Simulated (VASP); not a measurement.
# MgO in VASP: one cell, several levels of theory, part 2 of 3

The system is zincblende MgO, a generated structure that needn't be the ground state.

VASP 6.6.1, plane waves, PAW. Earlier steps stand in the parts before.

## 4. Single point with LDA

INCAR

```
ENCUT = 520.000000
SIGMA = 0.010000
EDIFF = 1.00e-07
GGA = CA
PREC = Accurate
IBRION = -1
ISIF = 2
ISMEAR = 0
NBANDS = 11
NELM = 120
NSW = 0
LASPH = .TRUE.
LCHARG = .FALSE.
LWAVE = .FALSE.
LREAL = .FALSE.
```

KPOINTS

```
KPOINTS created by Atomic Simulation Environment
0
Gamma
10 10 10
0 0 0
```

KPOINTS_OPT

```
special points
6
Reciprocal
0.0000000000 0.0000000000 0.0000000000 1
0.5000000000 0.0000000000 0.5000000000 1
0.5000000000 0.2500000000 0.7500000000 1
0.3750000000 0.3750000000 0.7500000000 1
0.5000000000 0.5000000000 0.5000000000 1
0.6250000000 0.2500000000 0.6250000000 1
```

POSCAR

```
Mg O
 1.0000000000000000
     0.0000000000000000    2.2820056634339938    2.2820056634339938
     2.2820056634339938    0.0000000000000000    2.2820056634339938
     2.2820056634339938    2.2820056634339938    0.0000000000000000
 Mg  O
   1   1
Cartesian
 -0.0000000000000000  0.0000000000000000 -0.0000000000000000
  1.1410028317169967  1.1410028317169967  1.1410028317169967
```

Potentials: the recommended LDA PAW datasets, 8 valence electrons in the neutral cell.

OSZICAR:

```text
N       E                     dE             d eps       ncg     rms          rms(c)
DAV:   1     0.131664021151E+02    0.13166E+02   -0.44175E+03  1146   0.626E+02
DAV:   2    -0.145174429622E+02   -0.27684E+02   -0.27087E+02  1185   0.134E+02
DAV:   3    -0.152331798942E+02   -0.71574E+00   -0.71517E+00  1275   0.190E+01
DAV:   4    -0.152354178895E+02   -0.22380E-02   -0.22380E-02  1127   0.120E+00
DAV:   5    -0.152354271081E+02   -0.92185E-05   -0.92185E-05  1263   0.718E-02    0.813E+00
DAV:   6    -0.131550294281E+02    0.20804E+01   -0.13506E+01  1145   0.189E+01    0.283E+00
DAV:   7    -0.130863490688E+02    0.68680E-01   -0.15647E-01  1115   0.297E+00    0.147E+00
DAV:   8    -0.130530991225E+02    0.33250E-01   -0.60669E-02  1163   0.236E+00    0.330E-01
DAV:   9    -0.130524268836E+02    0.67224E-03   -0.51386E-04  1201   0.174E-01    0.222E-01
DAV:  10    -0.130520220126E+02    0.40487E-03   -0.88520E-04  1139   0.262E-01    0.156E-02
DAV:  11    -0.130520176814E+02    0.43312E-05   -0.24261E-05  1178   0.254E-02    0.594E-03
DAV:  12    -0.130520177543E+02   -0.72909E-07   -0.25536E-07  1163   0.338E-03
   1 F= -.13052018E+02 E0= -.13052018E+02  d E =-.529506E-94
       N       E                     dE             ncg
DAV:   1     0.335392579760E+03   -0.18094E+04      140
DAV:   2     0.172882108766E+03   -0.16251E+03      161
DAV:   3     0.168847818866E+03   -0.40343E+01      167
DAV:   4     0.168839023274E+03   -0.87956E-02      150
DAV:   5     0.168838989525E+03   -0.33749E-04      161
DAV:   6     0.168838989358E+03   -0.16687E-06      150
DAV:   7     0.168838989357E+03   -0.80377E-09      137
```

OUTCAR, selected sections:

```text
k-points           NKPTS =     47   k-points in BZ     NKDIM =     47   number of bands    NBANDS=     11

   NELECT =       8.0000    total number of electrons

   dimension x,y,z NGX =    24 NGY =   24 NGZ =   24
   dimension x,y,z NGXF=    48 NGYF=   48 NGZF=   48

  energy-cutoff  :      520.00
  volume of cell :       23.77
      direct lattice vectors                 reciprocal lattice vectors
     0.000000000  2.282005663  2.282005663    -0.219105504  0.219105504  0.219105504
     2.282005663  0.000000000  2.282005663     0.219105504 -0.219105504  0.219105504
     2.282005663  2.282005663  0.000000000     0.219105504  0.219105504 -0.219105504

 k-points in reciprocal lattice and weights: KPOINTS created by Atomic Simulation Env
   0.00000000  0.00000000  0.00000000       0.001
   0.10000000  0.00000000  0.00000000       0.008
   0.20000000  0.00000000  0.00000000       0.008
   0.30000000  0.00000000  0.00000000       0.008
   0.40000000  0.00000000  0.00000000       0.008
   0.50000000  0.00000000  0.00000000       0.004
   0.10000000  0.10000000  0.00000000       0.006
   0.20000000  0.10000000  0.00000000       0.024
[... 39 more k-points ...]

 E-fermi :   0.5930

 k-point     1 :       0.0000    0.0000    0.0000
  band No.  band energies     occupation
      1     -15.1542      2.00000
      2       0.4494      2.00000
      3       0.4494      2.00000
      4       0.4494      2.00000
      5       3.9994      0.00000
      6      16.9598      0.00000
      7      16.9598      0.00000
      8      16.9598      0.00000
      9      20.5077      0.00000
     10      20.5078      0.00000
     11      20.6023      0.00000

 k-point     2 :       0.1000    0.0000    0.0000
  band No.  band energies     occupation
      1     -15.0913      2.00000
      2      -0.0365      2.00000
      3       0.4308      2.00000
      4       0.4308      2.00000
      5       4.5606      0.00000
      6      16.0813      0.00000
      7      16.9510      0.00000
      8      16.9510      0.00000
      9      19.1158      0.00000
     10      19.1158      0.00000
     11      20.0837      0.00000

 k-point     3 :       0.2000    0.0000    0.0000
  band No.  band energies     occupation
      1     -14.9225      2.00000
      2      -0.9682      2.00000
      3       0.3829      2.00000
      4       0.3829      2.00000
      5       5.7149      0.00000
      6      14.3315      0.00000
      7      16.4258      0.00000
      8      16.4258      0.00000
      9      18.9808      0.00000
     10      18.9808      0.00000
     11      19.5921      0.00000

 k-point     4 :       0.3000    0.0000    0.0000
  band No.  band energies     occupation
      1     -14.7036      2.00000
      2      -1.8404      2.00000
      3       0.3251      2.00000
      4       0.3251      2.00000
      5       6.9693      0.00000
      6      12.5554      0.00000
      7      15.5934      0.00000
      8      15.5934      0.00000
      9      19.4837      0.00000
     10      19.9325      0.00000
     11      19.9325      0.00000

 k-point     5 :       0.4000    0.0000    0.0000
  band No.  band energies     occupation
      1     -14.5169      2.00000
      2      -2.4410      2.00000
      3       0.2794      2.00000
      4       0.2794      2.00000
      5       8.1772      0.00000
      6      10.9975      0.00000
      7      15.0140      0.00000
      8      15.0140      0.00000
      9      19.6946      0.00000
     10      21.1838      0.00000
     11      21.1838      0.00000

 k-point     6 :       0.5000    0.0000    0.0000
  band No.  band energies     occupation
      1     -14.4432      2.00000
      2      -2.6551      2.00000
      3       0.2622      2.00000
      4       0.2622      2.00000
      5       9.0608      0.00000
      6       9.9885      0.00000
      7      14.8138      0.00000
      8      14.8138      0.00000
      9      19.8591      0.00000
     10      21.8741      0.00000
     11      21.8741      0.00000

 k-point     7 :       0.1000    0.1000    0.0000
  band No.  band energies     occupation
      1     -15.0706      2.00000
      2      -0.0740      2.00000
      3       0.3714      2.00000
      4       0.3714      2.00000
      5       4.7249      0.00000
      6      16.2584      0.00000
      7      16.7889      0.00000
      8      16.7889      0.00000
      9      17.3359      0.00000
     10      20.7902      0.00000
     11      21.4294      0.00000

[... the tables of k-points 8 to 47 left out ...]

  Total       -0.6982310     -0.6982310     -0.6982310     -0.0000000      0.0000000     -0.0000000
  in kB      -47.0684124    -47.0684124    -47.0684124     -0.0000000      0.0000000     -0.0000000
  external PRESSURE =     -47.0684124 kB  Pullay stress =       0.0000000 kB

 POSITION                                       TOTAL-FORCE (eV/Angst)
 -----------------------------------------------------------------------------------
      0.00000      0.00000      0.00000        -0.000000     -0.000000     -0.000000
      1.14100      1.14100      1.14100         0.000000      0.000000      0.000000
 -----------------------------------------------------------------------------------
    total drift:                                0.000000      0.000000      0.000000

  FREE ENERGIE OF THE ION-ELECTRON SYSTEM (eV)
  ---------------------------------------------------
  free  energy   TOTEN  =       -13.0520177543 eV

  energy  without entropy=      -13.0520177543  energy(sigma->0) =      -13.05201775
```

The levels at the points of KPOINTS_OPT are read from vasprun.xml.

Band energies at the special points (eV, zero at the top of v, the last band that the electrons fill by count):

| point | v−1 | v | c | c+1 |
| --- | --- | --- | --- | --- |
| Γ | 0.00 | 0.00 | 3.55 | 16.51 |
| X | -0.76 | -0.76 | 6.08 | 11.33 |
| W | -1.66 | -1.08 | 7.53 | 11.38 |
| K | -1.67 | -0.56 | 7.30 | 11.04 |
| L | -0.19 | -0.19 | 8.61 | 9.54 |
| U | -1.67 | -0.56 | 7.30 | 11.04 |

LDA gives a direct gap of 3.55 eV at Γ. Pressure: -4.71 GPa; the forces vanish within 0.01 eV/Å.

## 5. Single point with PBEsol

INCAR, as its differences from that of step 4:

```diff
@@ -3,3 +3,3 @@
 EDIFF = 1.00e-07
-GGA = CA
+GGA = PS
 PREC = Accurate
```

KPOINTS is that of step 4.

KPOINTS_OPT is that of step 4.

POSCAR is that of step 4.

The run uses the recommended PBE PAW datasets (8 valence electrons a neutral cell).

OSZICAR:

```text
N       E                     dE             d eps       ncg     rms          rms(c)
DAV:   1     0.147626357155E+02    0.14763E+02   -0.43970E+03  1146   0.627E+02
DAV:   2    -0.134260057242E+02   -0.28189E+02   -0.27587E+02  1183   0.135E+02
DAV:   3    -0.141788770787E+02   -0.75287E+00   -0.75226E+00  1269   0.196E+01
DAV:   4    -0.141813158170E+02   -0.24387E-02   -0.24387E-02  1133   0.127E+00
DAV:   5    -0.141813264647E+02   -0.10648E-04   -0.10648E-04  1263   0.812E-02    0.779E+00
DAV:   6    -0.122636158090E+02    0.19177E+01   -0.12136E+01  1145   0.179E+01    0.273E+00
DAV:   7    -0.122211343698E+02    0.42481E-01   -0.11395E-01  1106   0.266E+00    0.149E+00
DAV:   8    -0.122054218735E+02    0.15712E-01   -0.43783E-02  1094   0.229E+00    0.330E-01
DAV:   9    -0.122048211070E+02    0.60077E-03   -0.55632E-04  1225   0.165E-01    0.228E-01
DAV:  10    -0.122045559635E+02    0.26514E-03   -0.12205E-03  1106   0.266E-01    0.133E-02
DAV:  11    -0.122045541796E+02    0.17839E-05   -0.20922E-05  1181   0.261E-02    0.624E-03
DAV:  12    -0.122045541706E+02    0.89462E-08   -0.10097E-06  1144   0.728E-03    0.651E-04
DAV:  13    -0.122045541274E+02    0.43214E-07   -0.70928E-09   673   0.739E-04
   1 F= -.12204554E+02 E0= -.12204554E+02  d E =-.233132E-59
       N       E                     dE             ncg
DAV:   1     0.346589981818E+03   -0.17982E+04      140
DAV:   2     0.180532890266E+03   -0.16606E+03      161
DAV:   3     0.176349226651E+03   -0.41837E+01      170
DAV:   4     0.176339221228E+03   -0.10005E-01      153
DAV:   5     0.176339175677E+03   -0.45551E-04      158
DAV:   6     0.176339175409E+03   -0.26771E-06      153
DAV:   7     0.176339175408E+03   -0.16099E-08      134
```

OUTCAR, selected sections:

```text
k-points           NKPTS =     47   k-points in BZ     NKDIM =     47   number of bands    NBANDS=     11

   NELECT =       8.0000    total number of electrons

   dimension x,y,z NGX =    24 NGY =   24 NGZ =   24
   dimension x,y,z NGXF=    48 NGYF=   48 NGZF=   48

  energy-cutoff  :      520.00
  volume of cell :       23.77
      direct lattice vectors                 reciprocal lattice vectors
     0.000000000  2.282005663  2.282005663    -0.219105504  0.219105504  0.219105504
     2.282005663  0.000000000  2.282005663     0.219105504 -0.219105504  0.219105504
     2.282005663  2.282005663  0.000000000     0.219105504  0.219105504 -0.219105504

 k-points in reciprocal lattice and weights: KPOINTS created by Atomic Simulation Env
   0.00000000  0.00000000  0.00000000       0.001
   0.10000000  0.00000000  0.00000000       0.008
   0.20000000  0.00000000  0.00000000       0.008
   0.30000000  0.00000000  0.00000000       0.008
   0.40000000  0.00000000  0.00000000       0.008
   0.50000000  0.00000000  0.00000000       0.004
   0.10000000  0.10000000  0.00000000       0.006
   0.20000000  0.10000000  0.00000000       0.024
[... 39 more k-points ...]

 E-fermi :   0.7726

 k-point     1 :       0.0000    0.0000    0.0000
  band No.  band energies     occupation
      1     -15.1614      2.00000
      2       0.6602      2.00000
      3       0.6602      2.00000
      4       0.6602      2.00000
      5       4.1893      0.00000
      6      17.3633      0.00000
      7      17.3633      0.00000
      8      17.3633      0.00000
      9      20.8764      0.00000
     10      20.8764      0.00000
     11      20.9277      0.00000

 k-point     2 :       0.1000    0.0000    0.0000
  band No.  band energies     occupation
      1     -15.1004      2.00000
      2       0.1734      2.00000
      3       0.6418      2.00000
      4       0.6418      2.00000
      5       4.7560      0.00000
      6      16.4539      0.00000
      7      17.3470      0.00000
      8      17.3470      0.00000
      9      19.4646      0.00000
     10      19.4646      0.00000
     11      20.3856      0.00000

 k-point     3 :       0.2000    0.0000    0.0000
  band No.  band energies     occupation
      1     -14.9371      2.00000
      2      -0.7558      2.00000
      3       0.5946      2.00000
      4       0.5946      2.00000
      5       5.9214      0.00000
      6      14.6631      0.00000
      7      16.7902      0.00000
      8      16.7902      0.00000
      9      19.3608      0.00000
     10      19.3609      0.00000
     11      19.8916      0.00000

 k-point     4 :       0.3000    0.0000    0.0000
  band No.  band energies     occupation
      1     -14.7256      2.00000
      2      -1.6217      2.00000
      3       0.5374      2.00000
      4       0.5374      2.00000
      5       7.1902      0.00000
      6      12.8561      0.00000
      7      15.9427      0.00000
      8      15.9427      0.00000
      9      19.7880      0.00000
     10      20.3348      0.00000
     11      20.3348      0.00000

 k-point     5 :       0.4000    0.0000    0.0000
  band No.  band energies     occupation
      1     -14.5458      2.00000
      2      -2.2158      2.00000
      3       0.4923      2.00000
      4       0.4923      2.00000
      5       8.4165      0.00000
      6      11.2720      0.00000
      7      15.3584      0.00000
      8      15.3584      0.00000
      9      20.0079      0.00000
     10      21.6090      0.00000
     11      21.6090      0.00000

 k-point     6 :       0.5000    0.0000    0.0000
  band No.  band energies     occupation
      1     -14.4748      2.00000
      2      -2.4270      2.00000
      3       0.4752      2.00000
      4       0.4752      2.00000
      5       9.3218      0.00000
      6      10.2389      0.00000
      7      15.1570      0.00000
      8      15.1570      0.00000
      9      20.1780      0.00000
     10      22.3186      0.00000
     11      22.3186      0.00000

 k-point     7 :       0.1000    0.1000    0.0000
  band No.  band energies     occupation
      1     -15.0803      2.00000
      2       0.1350      2.00000
      3       0.5830      2.00000
      4       0.5830      2.00000
      5       4.9217      0.00000
      6      16.6115      0.00000
      7      17.1821      0.00000
      8      17.1821      0.00000
      9      17.6907      0.00000
     10      21.1597      0.00000
     11      21.7674      0.00000

[... the tables of k-points 8 to 47 left out ...]

  Total        0.0922531      0.0922531      0.0922531     -0.0000000      0.0000000      0.0000000
  in kB        6.2188670      6.2188670      6.2188670     -0.0000000      0.0000000      0.0000000
  external PRESSURE =       6.2188670 kB  Pullay stress =       0.0000000 kB

 POSITION                                       TOTAL-FORCE (eV/Angst)
 -----------------------------------------------------------------------------------
      0.00000      0.00000      0.00000         0.000000      0.000000      0.000000
      1.14100      1.14100      1.14100        -0.000000     -0.000000     -0.000000
 -----------------------------------------------------------------------------------
    total drift:                                0.000000      0.000000      0.000000

  FREE ENERGIE OF THE ION-ELECTRON SYSTEM (eV)
  ---------------------------------------------------
  free  energy   TOTEN  =       -12.2045541274 eV

  energy  without entropy=      -12.2045541274  energy(sigma->0) =      -12.20455413
```

The levels at the points of KPOINTS_OPT are read from vasprun.xml.

Levels at the named points, in eV from the top of band v (v: the last filled band by count, c: the next):

| point | v−1 | v | c | c+1 |
| --- | --- | --- | --- | --- |
| Γ | 0.00 | 0.00 | 3.53 | 16.70 |
| X | -0.75 | -0.75 | 6.10 | 11.38 |
| W | -1.64 | -1.07 | 7.55 | 11.42 |
| K | -1.66 | -0.56 | 7.32 | 11.10 |
| L | -0.18 | -0.18 | 8.66 | 9.58 |
| U | -1.66 | -0.56 | 7.32 | 11.10 |

PBEsol gives a direct gap of 3.53 eV at Γ. The pressure is 0.62 GPa; the forces vanish within 0.01 eV/Å.

(Part 2 of 3 ends here.)
